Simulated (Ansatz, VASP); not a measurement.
# SrTiO3: VASP beside Ansatz

File INCAR:

```
PREC = Accurate ; ENCUT = 520
EDIFF = 1E-6 ; ISMEAR = 0
SIGMA = 0.05 ; LREAL = F
LASPH = T ; NELM = 100
ALGO = Normal ; ISIF = 2
LWAVE = F ; LCHARG = F
GGA = PS ; NBANDS = 28
```

KPOINTS

```
regular mesh
0
Gamma
  8 8 8
```

The input POSCAR:

```
SrTiO3
1.0
    3.8913815400      0.0000000000      0.0000000000
    0.0000000000      3.8913815400      0.0000000000
    0.0000000000      0.0000000000      3.8913815400
Sr Ti O
1 1 3
Direct
    0.0321947117      0.0000000000      0.0000000000
    0.4749472300      0.5000000000      0.5000000000
   -0.0296036927      0.5000000000      0.5000000000
    0.4641205632      0.0000000000      0.5000000000
    0.4641205632      0.5000000000      0.0000000000
```

Input for Ansatz:

```yaml
crystal:
  lattice:
    - [3.89138154, 0.0, 0.0]
    - [0.0, 3.89138154, 0.0]
    - [0.0, 0.0, 3.89138154]
  atoms:
    - { symbol: Sr, position: [0.0321947117, 0.0, 0.0] }
    - { symbol: Ti, position: [0.47494723, 0.5, 0.5] }
    - { symbol: O, position: [-0.0296036927, 0.5, 0.5] }
    - { symbol: O, position: [0.4641205632, 0.0, 0.5] }
    - { symbol: O, position: [0.4641205632, 0.5, 0.0] }
basis:
  ecutwfc: 520.0
kpoints:
  mp_grid: { grid: [8, 8, 8] }
hamiltonian:
  xc: pbesol
  pseudopotentials: { kind: paw, azcp: { folder: soft_1 } }
scf:
  occupations: { method: gaussian, width: 0.05 }
output:
  forces: true
  stress: true
  eigenvalues: true
```

Change from the starting cell: mode 1 frozen in at -0.093 Å and mode 7 at -0.149 Å (largest displacements).

Alike in both runs: task single point; functional PBEsol; k mesh 8 × 8 × 8; occupations gaussian, width 0.05 eV; no spin polarisation.

|  | VASP | Ansatz |
| --- | --- | --- |
| version | VASP 6.6.1 | Ansatz 0.2.0 |
| potentials or method | VASP PAW PBE potentials, release 64 (Sr_sv, Ti_sv, O) | scalar-relativistic, plane waves, PAW |
| plane-wave cutoff (eV) | 520 | 520 |
| valence electrons in the cell | 40 | 40 |

|  | VASP | Ansatz | Ansatz less VASP |
| --- | --- | --- | --- |
| gap on the k mesh at the Fermi level (eV) | 1.79 | 1.83 | +0.036 |
| least direct gap on the mesh (eV) | 2.15 | 2.16 | +0.019 |
| pressure (GPa) | 2.3 | 1.6 | -0.69 |
| largest component of the traceless stress (GPa) | 0.08 | 0.08 | +0.006 |
| rms of the force components (eV/Å) | 0.303 | 0.292 | -0.0113 |

Atom by atom the forces differ by 0.015 eV/Å (rms over components). Ansatz warned: «pseudo_functional_mismatch».

Caveats: the PAW data sets were made with another functional, which shifts forces and pressure a little (VASP). A k mesh can miss the band edges.
